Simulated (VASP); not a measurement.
Here is a VASP 6.6.1 calculation.

Contents of INCAR:

```
ALGO = Normal
EDIFF = 1E-8
ENCUT = 520
IBRION = 8
ISIF = 2
ISMEAR = 0
LASPH = True
LCHARG = False
LEPSILON = True
LREAL = False
LWAVE = False
NELM = 100
NSW = 1
PREC = Accurate
SIGMA = 0.02
```

File KPOINTS:

```
k-points
0
Gamma
  14 14 14
```

POSCAR

```
C                                       
1.0
    0.0000000000      1.7679043440      1.7679043440
    1.7679043440     -0.0000000000      1.7679043440
    1.7679043440      1.7679043440     -0.0000000000
  C             
     2
Direct
     0.0000000000000000    0.0000000000000000    0.0000000000000000
     0.2500000000000000    0.2500000000000000    0.2500000000000000
```

Potentials or basis: VASP PAW LDA potentials, release 64 (C).

Run with:

```sh
$ cat potpaw_LDA.64/C/POTCAR > POTCAR
$ mpirun -np 1 vasp_std > vasp.out
```

(1) Estimate the electronic dielectric tensor (diagonal).

(2) What does it give for the Born charges (mean of the diagonal)?

(3) Predict the band gap on the k mesh.

(4) What does it give for the highest phonon frequency at Γ?

Answers

(1) 5.77.

(2) C +0.00 e.

(3) 4.16 eV, indirect (least direct gap 5.62 eV).

(4) 1321 cm⁻¹.
